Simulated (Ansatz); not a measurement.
# Hf/MoSe2/Hf: conductance against the thickness of the layer, part 4 of 5

How fast does the current through Hf/MoSe2/Hf fall with each added layer? Both electrodes are Hf hcp(0001); the barrier is MoSe2 2H layers (two layers in the relaxed core). In the first transport cell, after relaxation, the nearest pair of electrode and barrier is Hf–Se at 2.74 Å, along the normal, at the lower face and Hf–Se at 2.75 Å, along the normal, at the upper one. All share a net of side 3.3 Å, which strains the lower electrode by +3.1 % and the barrier by +0.0 %, against typed lattice constants near PBE's. The first steps treat the bulk electrodes alone.

Ansatz 0.2.0; PBE+D3(BJ) DFT, plane waves, PAW files (the session's first sound run).

So far, transmission at the Fermi level (a spin, zone mean): step 4 (the open system: T(E)) 0.0363. Also channels of the lower lead: step 4 0.736.

## (5) Conductance on a fine mesh, 28 atoms

Level of this step: PBE DFT, plane waves, PAW files; ballistic transmission by layer matching between semi-infinite leads (Ansatz).

The conductance needs T(E) within ten thermal energies of the Fermi level, on steps under 1.5 kT, and a finer mesh (30×30), since the current can rest on few wavevectors.

Input file input.yaml:

```yaml
crystal:
  lattice:
    - [3.3, 0.0, 0.0]
    - [-1.65, 2.8578838325, 0.0]
    - [0.0, 0.0, 77.9304113569]
  atoms:
    - { symbol: Hf, position: [0.33333333, 0.66666667, 0.0898237271] }
    - { symbol: Hf, position: [0.0, 0.0, 0.1211983056] }
    - { symbol: Hf, position: [0.33333333, 0.66666667, 0.1525728842] }
    - { symbol: Hf, position: [0.0, 0.0, 0.1839474627] }
    - { symbol: Hf, position: [0.33333333, 0.66666667, 0.2153220413] }
    - { symbol: Hf, position: [0.0, 0.0, 0.2466966198] }
    - { symbol: Hf, position: [0.33333333, 0.66666667, 0.2780711984] }
    - { symbol: Hf, position: [0.0, 0.0, 0.3094457769] }
    - { symbol: Hf, position: [0.33333333, 0.66666667, 0.3408203555] }
    - { symbol: Hf, position: [0.0, 0.0, 0.372194934] }
    - { symbol: Hf, position: [0.33333333, 0.66666667, 0.4025327493] }
    - { symbol: Se, position: [0.33333333, 0.66666667, 0.4376501908] }
    - { symbol: Mo, position: [0.0, 0.0, 0.4593531058] }
    - { symbol: Se, position: [0.33333333, 0.66666667, 0.4807075197] }
    - { symbol: Se, position: [0.0, 0.0, 0.5190394152] }
    - { symbol: Mo, position: [0.33333333, 0.66666667, 0.5403698263] }
    - { symbol: Se, position: [0.0, 0.0, 0.5621456891] }
    - { symbol: Hf, position: [0.0, 0.0, 0.5974567464] }
    - { symbol: Hf, position: [0.66666667, 0.33333333, 0.627805066] }
    - { symbol: Hf, position: [0.0, 0.0, 0.6591796445] }
    - { symbol: Hf, position: [0.66666667, 0.33333333, 0.6905542231] }
    - { symbol: Hf, position: [0.0, 0.0, 0.7219288016] }
    - { symbol: Hf, position: [0.66666667, 0.33333333, 0.7533033802] }
    - { symbol: Hf, position: [0.0, 0.0, 0.7846779587] }
    - { symbol: Hf, position: [0.66666667, 0.33333333, 0.8160525373] }
    - { symbol: Hf, position: [0.0, 0.0, 0.8474271158] }
    - { symbol: Hf, position: [0.66666667, 0.33333333, 0.8788016944] }
    - { symbol: Hf, position: [0.0, 0.0, 0.9101762729] }
kpoints:
  mp_grid: { grid: [12, 12, 1] }
scf:
  occupations: { method: fermi_dirac, width: 0.1 }
  max_iter: 150
hamiltonian:
  xc: pbe
output:
  transmission:
    kmesh: [30, 30]
    e_range: [-0.26, 0.27]
    de: 0.0375
    leads: [[4, 6], [22, 24]]
```

On the command line:

```
> ansatz run input.yaml --threads 4 --pin off --max-ram 10240MiB --backend cpu --events-out ev --progress --plain --runs-dir out
```

Numbers of over 12 decimals in the logs are rounded to 6 here.

The log of the run:

```text
[...]
Crystal: 28 atoms, lattice volume = 734.963 Å³
Basis set: ecut = 420 eV, 14637 PW (Γ)
Bands: 399, of which v1, the nominal top of the filled ones, is band 332 counted from 1 (331 counted from 0)
Symmetry: 6 space group operations
[...]
k-points: 19 of 144 (time reversal used)
[...]
SCF iter   1: F=—  HF=-377660.107310 eV  |F-HF|=—  |Δ(HF+E_count)|=         —  Δρ=1.20e-2  dr2=1.65e2  ethr=1.77e-3  ⟨swp⟩=5.6  Hψ=23733  notcnv=0  defer=204
[...]
SCF iter  12: F=-377659.072233 eV  HF=-377659.072233 eV  |F-HF|=2.11e-8  |Δ(HF+E_count)|=   5.24e-9  Δρ=7.29e-7  dr2=2.50e-8  ethr=1.51e-11  ⟨swp⟩=13.4  Hψ=33800  notcnv=0
SCF 1 converged in 12 iterations: F = -377659.072233 eV  dr2 = 2.50e-8
[...]
transmission: 581 of 5733 steps passed
transmission: 1148 of 5733 steps passed
[...]
transmission: 5733 of 5733 steps passed
SCF converged after 12 iterations
Free energy (F): -377659.072233 eV
[...]
Internal energy: -377658.285311 eV  (E = F + TS)
E sigma→0 (E₀):  -377658.678772 eV
Entropy (-TS):   -0.786922 eV (-28.104 meV/atom)
Fermi energy:    14.869778 eV
[...]
--- Band table (eV; the first three rows and the last of 19) ---
  k-point 0: bands = [... 328 lower, 15.6499, 15.6499, 15.6554, 15.6554, 15.6592, 15.6592, 15.6634, 15.6634, ... 63 higher]
  k-point 1: bands = [... 328 lower, 15.5148, 15.5172, 15.5423, 15.5436, 15.6583, 15.6603, 15.6605, 15.6625, ... 63 higher]
  k-point 2: bands = [... 328 lower, 14.8728, 14.8853, 15.1349, 15.1355, 15.1653, 15.2077, 15.6151, 15.6161, ... 63 higher]
  k-point 18: bands = [... 328 lower, 13.9208, 13.9358, 14.6642, 14.6649, 14.7046, 14.7057, 14.7387, 14.7488, ... 63 higher]
--- Transmission ---
  basis      : 85 plane waves across, 63 finite elements along
  points     : 91, standing for a mesh of 30 x 30
  filling    : by the input's occupations and mesh, since the crystals that have channels conduct as metals do. If one of these is a semiconductor, that mesh has misplaced its level
[...]
filled         : 27.6 meV under the level at which it is neutral
    channels       : 6.044444e-1 a spin
    conductance    : 5.1558e14 S/m² at 300 K; may be off by some 0.0 % by where its bands' edges are placed, 8.2 % from the k-mesh, 3.2 % from the distance to neutral
    slowest decay  : 0.0005 /Å at (0.1667, 0.0000)
[...]
filled         : 27.4 meV under the level at which it is neutral
    channels       : 6.044444e-1 a spin
[...]
slowest decay  : 0.0052 /Å at (0.1667, 0.0000)
  junction   : crystal 0 to crystal 1, 19.75 to 56.78 Å
    transmission   : 3.331586e-2 a spin
    conductance    : 2.5562e13 S/m² at 300 K (2.6348e13 on every other point, 2.5156e13 on every other energy)
    error estimate : 1.6 % from the energy spacing and 3.0 % from band edges of the leads and from resonances (wavevectors taken as independent; lower de), 35.8 % from the k-mesh, 46.1 % from the steps of its leads' Hamiltonians or their offsets (lay more layers), 3.9 % from the distance to neutral
    resistance     : 3.7184e-2 Ω µm² beyond half of each lead's own
```

Elapsed: 9.7 min, on 4 threads of Arm Neoverse V2, shared host; peak memory 7.2 GiB; 37 min of CPU time.

Numbers from this step:

```
transmission at the Fermi level (a spin, zone mean) : 0.03332
channels of the lower lead                          : 0.6044
channels of the upper lead                          : 0.6044
ballistic conductance of the lower lead             : 5.16e14 S/m²
ballistic conductance of the upper lead             : 5.16e14 S/m²
junction conductance                                : 2.56e13 S/m²
error estimates by source, in the log's order       : 1.6, 3, 35.8, 46.1, 3.9 %
resistance-area product beyond the leads            : 0.03718 Ω um²
```

One spin. Transmission, zone mean against energy, zero at the Fermi level:

```
energy (eV)  transmission, zone mean
     -0.260                   0.0227
     -0.223                  0.00906
     -0.185                  0.00894
     -0.147                   0.0138
     -0.110                   0.0166
     -0.072                   0.0225
     -0.035                   0.0295
      0.003                   0.0333
      0.040                   0.0327
      0.077                   0.0331
      0.115                   0.0347
      0.152                   0.0334
      0.190                   0.0222
      0.228                   0.0190
      0.265                   0.0121
```

One spin. Table of open channels, zone mean by energy, zero at the Fermi level:

```
energy (eV)  lower lead  upper lead
     -0.260       0.547       0.547
     -0.223       0.578       0.578
     -0.185       0.604       0.591
     -0.147       0.624       0.624
     -0.110       0.598       0.598
     -0.072       0.604       0.604
     -0.035       0.611       0.611
      0.003       0.604       0.604
      0.040       0.671       0.671
      0.077       0.711       0.711
      0.115       0.711       0.711
      0.152       0.738       0.738
      0.190       0.798       0.798
      0.228       0.813       0.813
      0.265       0.867       0.867
```

Transmission over k1 and k2. At 0.0025 eV from the Fermi level; zeros and values more than six decades under the largest are shown at that floor.

log10 of the mean of each cell; the least values stand at a floor. Values, 12 rows by 16 columns:
```
-6.0 -6.0 -6.0 -4.9 -4.3 -4.8 -6.0 -6.0 -6.0 -6.0 -2.2 -1.4 -0.8 -0.7 -1.9 -3.2
-2.9 -6.0 -6.0 -6.0 -6.0 -6.0 -6.0 -6.0 -6.0 -6.0 -2.2 -1.4 -0.4 -0.2 -0.5 -1.2
-2.9 -5.3 -6.0 -6.0 -6.0 -6.0 -6.0 -6.0 -6.0 -6.0 -6.0 -2.6 -1.0 -0.3 -0.3 -1.1
-2.7 -5.3 -6.0 -6.0 -6.0 -3.5 -2.8 -2.8 -6.0 -6.0 -6.0 -5.2 -2.9 -1.4 -1.7 -1.4
-6.0 -6.0 -6.0 -6.0 -6.0 -2.7 -3.7 -4.2 -2.9 -3.1 -4.2 -6.0 -6.0 -6.0 -6.0 -6.0
-6.0 -6.0 -6.0 -6.0 -6.0 -2.8 -3.8 -6.0 -6.0 -3.6 -2.8 -6.0 -6.0 -6.0 -6.0 -6.0
-6.0 -6.0 -6.0 -6.0 -6.0 -3.5 -2.8 -3.6 -5.6 -5.4 -2.9 -3.1 -6.0 -6.0 -6.0 -6.0
-2.1 -2.5 -2.1 -3.3 -6.0 -6.0 -4.5 -2.8 -2.9 -3.0 -2.6 -3.2 -6.0 -6.0 -6.0 -6.0
-1.9 -0.9 -0.9 -1.2 -2.9 -5.1 -6.0 -6.0 -6.0 -6.0 -6.0 -6.0 -6.0 -6.0 -6.0 -4.2
-1.8 -0.5 -0.2 -0.3 -0.9 -2.2 -6.0 -6.0 -6.0 -6.0 -6.0 -6.0 -6.0 -6.0 -6.0 -4.9
-2.2 -1.9 -0.6 -0.2 -0.9 -1.8 -6.0 -6.0 -6.0 -6.0 -6.0 -6.0 -6.0 -6.0 -6.0 -6.0
-6.0 -3.3 -1.5 -1.4 -1.4 -1.8 -6.0 -6.0 -6.0 -6.0 -3.1 -2.9 -3.1 -2.8 -6.0 -6.0
```
Columns: k1 (b1) from -0.5 to 0.467; rows upwards: k2 (b2) from -0.5 to 0.467.

G = 2.6e13 S/m² (1/G = 0.0391 Ω µm²). The largest error estimate is 46 %, from the leads' potential steps. In the worse lead the potential repeats within 27 meV, which the program flags as too much for a lead, so G carries that doubt. By hand, Landauer's formula with T at one energy: G = (e²/h) ΣT / A = 3.874e-5 S × 0.0666 / 9.431 Å² = 2.7e13 S/m², with T summed over both spins. The printed value averages T over the Fermi window and is 0.93 times this.

## (6) Conductance, atomic planes in the barrier 12, gap between the electrodes 27.88 Å

System of this step: Hf/MoSe2/Hf. The cell holds 34 atoms: 22 Hf, 8 Se and 4 Mo. Its edges and angles: a = 3.300 Å, b = 3.300 Å, c = 90.616 Å, α = 90.0°, β = 90.0°, γ = 120.0°. Regions: left electrode, 11 atoms (11 Hf); barrier, 12 atoms (8 Se and 4 Mo); right electrode, 11 atoms (11 Hf). Vacuum lies along c.

Barrier layers are added or taken out in the middle, and the relaxed faces stay.

Input file input.yaml:

```yaml
crystal:
  lattice:
    - [3.3, 0.0, 0.0]
    - [-1.65, 2.8578838325, 0.0]
    - [0.0, 0.0, 90.6158028265]
  atoms:
    - { symbol: Hf, position: [0.33333333, 0.66666667, 0.077249219] }
    - { symbol: Hf, position: [0.0, 0.0, 0.1042316408] }
    - { symbol: Hf, position: [0.33333333, 0.66666667, 0.1312140626] }
    - { symbol: Hf, position: [0.0, 0.0, 0.1581964844] }
    - { symbol: Hf, position: [0.33333333, 0.66666667, 0.1851789062] }
    - { symbol: Hf, position: [0.0, 0.0, 0.212161328] }
    - { symbol: Hf, position: [0.33333333, 0.66666667, 0.2391437498] }
    - { symbol: Hf, position: [0.0, 0.0, 0.2661261715] }
    - { symbol: Hf, position: [0.33333333, 0.66666667, 0.2931085933] }
    - { symbol: Hf, position: [0.0, 0.0, 0.3200910151] }
    - { symbol: Hf, position: [0.33333333, 0.66666667, 0.3461818111] }
    - { symbol: Se, position: [0.33333333, 0.66666667, 0.376383129] }
    - { symbol: Mo, position: [0.0, 0.0, 0.3950478325] }
    - { symbol: Se, position: [0.33333333, 0.66666667, 0.4134128218] }
    - { symbol: Se, position: [0.0, 0.0, 0.4463785993] }
    - { symbol: Mo, position: [0.33333333, 0.66666667, 0.464722946] }
    - { symbol: Se, position: [0.0, 0.0, 0.4834503853] }
    - { symbol: Se, position: [0.33333333, 0.66666667, 0.5163740695] }
    - { symbol: Mo, position: [0.0, 0.0, 0.535038773] }
    - { symbol: Se, position: [0.33333333, 0.66666667, 0.5534037624] }
    - { symbol: Se, position: [0.0, 0.0, 0.5863695398] }
    - { symbol: Mo, position: [0.33333333, 0.66666667, 0.6047138866] }
    - { symbol: Se, position: [0.0, 0.0, 0.6234413259] }
    - { symbol: Hf, position: [0.0, 0.0, 0.6538091551] }
    - { symbol: Hf, position: [0.66666667, 0.33333333, 0.6799089849] }
    - { symbol: Hf, position: [0.0, 0.0, 0.7068914067] }
    - { symbol: Hf, position: [0.66666667, 0.33333333, 0.7338738285] }
    - { symbol: Hf, position: [0.0, 0.0, 0.7608562502] }
    - { symbol: Hf, position: [0.66666667, 0.33333333, 0.787838672] }
    - { symbol: Hf, position: [0.0, 0.0, 0.8148210938] }
    - { symbol: Hf, position: [0.66666667, 0.33333333, 0.8418035156] }
    - { symbol: Hf, position: [0.0, 0.0, 0.8687859374] }
    - { symbol: Hf, position: [0.66666667, 0.33333333, 0.8957683592] }
    - { symbol: Hf, position: [0.0, 0.0, 0.922750781] }
kpoints:
  mp_grid: { grid: [12, 12, 1] }
scf:
  occupations: { method: fermi_dirac, width: 0.1 }
  max_iter: 150
hamiltonian:
  xc: pbe
output:
  transmission:
    kmesh: [30, 30]
    e_range: [-0.26, 0.27]
    de: 0.0375
    leads: [[4, 6], [28, 30]]
```

The log of the run:

```text
[...]
Crystal: 34 atoms, lattice volume = 854.599 Å³
Basis set: ecut = 420 eV, 17007 PW (Γ)
Bands: 454, of which v1, the nominal top of the filled ones, is band 378 counted from 1 (377 counted from 0)
Symmetry: 6 space group operations
[...]
k-points: 19 of 144 (time reversal used)
[...]
SCF iter   1: F=—  HF=-409452.489880 eV  |F-HF|=—  |Δ(HF+E_count)|=         —  Δρ=1.16e-2  dr2=2.32e2  ethr=1.77e-3  ⟨swp⟩=5.4  Hψ=27447  notcnv=0  defer=227
[...]
SCF iter  18: F=-409451.380225 eV  HF=-409451.380225 eV  |F-HF|=5.20e-8  |Δ(HF+E_count)|=   2.39e-9  Δρ=8.19e-7  dr2=5.55e-8  ethr=1.32e-11  ⟨swp⟩=2.1  Hψ=15229  notcnv=0
SCF 1 converged in 18 iterations: F = -409451.380225 eV  dr2 = 5.55e-8
[...]
transmission: 743 of 7371 steps passed
transmission: 1476 of 7371 steps passed
[...]
transmission: 7371 of 7371 steps passed
SCF converged after 18 iterations
Free energy (F): -409451.380225 eV
[...]
Internal energy: -409450.589761 eV  (E = F + TS)
E sigma→0 (E₀):  -409450.984993 eV
Entropy (-TS):   -0.790464 eV (-23.249 meV/atom)
Fermi energy:    14.625889 eV
[...]
--- Band table (eV; the first three rows and the last of 19) ---
  k-point 0: bands = [... 374 lower, 15.4060, 15.4060, 15.4116, 15.4116, 15.4153, 15.4153, 15.4195, 15.4195, ... 72 higher]
  k-point 1: bands = [... 374 lower, 15.2709, 15.2734, 15.2984, 15.2997, 15.4145, 15.4165, 15.4166, 15.4186, ... 72 higher]
  k-point 2: bands = [... 374 lower, 14.6307, 14.6403, 14.8913, 14.8915, 14.9335, 14.9538, 15.3717, 15.3718, ... 72 higher]
  k-point 18: bands = [... 374 lower, 13.6924, 13.8105, 14.4203, 14.4214, 14.4607, 14.4618, 14.5020, 14.5050, ... 72 higher]
--- Transmission ---
  basis      : 85 plane waves across, 81 finite elements along
  points     : 91, standing for a mesh of 30 x 30
[...]
filled         : 26.4 meV under the level at which it is neutral
    channels       : 6.044444e-1 a spin
[...]
slowest decay  : 0.0060 /Å at (0.1667, 0.0000)
[...]
filled         : 27.9 meV under the level at which it is neutral
    channels       : 6.044444e-1 a spin
[...]
slowest decay  : 0.0035 /Å at (0.1667, 0.0000)
  junction   : crystal 0 to crystal 1, 18.70 to 68.42 Å
    transmission   : 1.435346e-4 a spin
[...]
resistance     : 1.0950e1 Ω µm² beyond half of each lead's own
```

Run time: 14 min. Hardware: 4 threads; peak memory 6.9 GiB.

This step gave:

- free energy: -409451.3802 eV
- Fermi energy: 14.63 eV
- transmission at the Fermi level (a spin, zone mean): 1.44e-4
- potential step in the lower lead: 101.8 meV
- ballistic conductance of the lower lead: 5.15e14 S/m²
- potential step in the upper lead: 27.1 meV
- ballistic conductance of the upper lead: 5.15e14 S/m²
- junction conductance: 9.13e10 S/m²
- error estimates by source, in the log's order: 0.8, 111, 91.5, 208.6, 13.4 %
- resistance-area product beyond the leads: 10.95 Ω um²

One spin. The transmission, zone mean by energy, zero at the Fermi level:

| energy (eV) | transmission, zone mean |
| --- | --- |
| -0.260 | 6.6e-5 |
| -0.223 | 1.4e-5 |
| -0.185 | 7.8e-6 |
| -0.147 | 1.5e-5 |
| -0.110 | 1.9e-5 |
| -0.072 | 3.1e-5 |
| -0.035 | 5.6e-5 |
| 0.003 | 1.4e-4 |
| 0.040 | 1.5e-4 |
| 0.077 | 8.8e-5 |
| 0.115 | 1.6e-4 |
| 0.152 | 6.1e-5 |
| 0.190 | 1.9e-5 |
| 0.228 | 3.2e-5 |
| 0.265 | 1.5e-4 |

One spin. The open channels, zone mean, lower lead = upper lead by energy, zero at the Fermi level:

| energy (eV) | open channels, zone mean, lower lead = upper lead |
| --- | --- |
| -0.260 | 0.547 |
| -0.223 | 0.578 |
| -0.185 | 0.591 |
| -0.147 | 0.624 |
| -0.110 | 0.598 |
| -0.072 | 0.604 |
| -0.035 | 0.611 |
| 0.003 | 0.604 |
| 0.040 | 0.671 |
| 0.077 | 0.711 |
| 0.115 | 0.711 |
| 0.152 | 0.738 |
| 0.190 | 0.798 |
| 0.228 | 0.813 |
| 0.265 | 0.867 |

Transmission over k1 and k2. At 0.0025 eV from the Fermi level; zeros and values more than six decades under the largest are shown at that floor.

log10 of the mean of each cell; the least values stand at a floor. Values, 12 rows by 16 columns:
```
-8.1 -8.1 -8.1 -7.9 -7.4 -7.8 -8.1 -8.1 -8.1 -8.1 -6.0 -4.7 -3.6 -3.6 -5.3 -7.0
-6.3 -8.1 -8.1 -8.1 -8.1 -8.1 -8.1 -8.1 -8.1 -8.1 -5.9 -4.6 -2.7 -2.3 -2.8 -4.5
-6.2 -8.1 -8.1 -8.1 -8.1 -8.1 -8.1 -8.1 -8.1 -8.1 -8.1 -5.8 -3.7 -2.6 -2.7 -4.2
-6.0 -8.1 -8.1 -8.1 -8.1 -6.5 -5.8 -5.8 -8.1 -8.1 -8.1 -8.1 -6.2 -4.7 -5.1 -4.7
-8.1 -8.1 -8.1 -8.1 -8.1 -5.7 -7.0 -7.7 -5.9 -6.1 -7.2 -8.1 -8.1 -8.1 -8.1 -8.1
-8.1 -8.1 -8.1 -8.1 -8.1 -5.8 -7.1 -8.1 -8.1 -6.7 -5.8 -8.1 -8.1 -8.1 -8.1 -8.1
-8.1 -8.1 -8.1 -8.1 -8.1 -6.5 -5.8 -6.7 -8.1 -8.1 -5.9 -6.1 -8.1 -8.1 -8.1 -8.1
-5.8 -6.3 -5.7 -6.7 -8.1 -8.1 -7.5 -5.8 -5.9 -6.0 -5.6 -6.2 -8.1 -8.1 -8.1 -8.1
-5.2 -3.9 -3.8 -4.2 -6.2 -8.1 -8.1 -8.1 -8.1 -8.1 -8.1 -8.1 -8.1 -8.1 -8.1 -7.2
-5.2 -3.2 -2.3 -2.5 -3.8 -5.6 -8.1 -8.1 -8.1 -8.1 -8.1 -8.1 -8.1 -8.1 -8.1 -7.9
-5.9 -5.2 -2.9 -2.5 -3.8 -5.4 -8.1 -8.1 -8.1 -8.1 -8.1 -8.1 -8.1 -8.1 -8.1 -8.1
-8.1 -7.1 -4.9 -4.6 -4.6 -5.3 -8.1 -8.1 -8.1 -8.1 -6.5 -6.2 -6.4 -6.2 -8.1 -8.1
```
Columns: k1 (b1) from -0.5 to 0.467; rows upwards: k2 (b2) from -0.5 to 0.467.

G = 9.1e10 S/m² (1/G = 11.0 Ω µm²), 0.0036 times the step before of this kind. The largest error estimate is 209 %, from the leads' potential steps. In the worse lead the potential repeats within 102 meV, which the program flags as too much for a lead, so G carries that doubt.

## (7) Fit against thickness

This step: Fit of the logarithm of the conductance against the barrier's thickness, from PBE DFT, plane waves, PAW files (Ansatz 0.2.0).

No new run: the transmissions are set side by side. Too few thicknesses, or no steady fall, allow no fit.

(Continued in part 5 of 5.)

[Logs are printed without paths, hosts, clocks, repeated set-up lines and the standing remarks that a program may print on its own settings, such as how far it seeks lower states.]

[Hosts, paths, dates, database ids (printed as entryN), source tags and the programs' standing remarks are cut or masked in the printed files.]
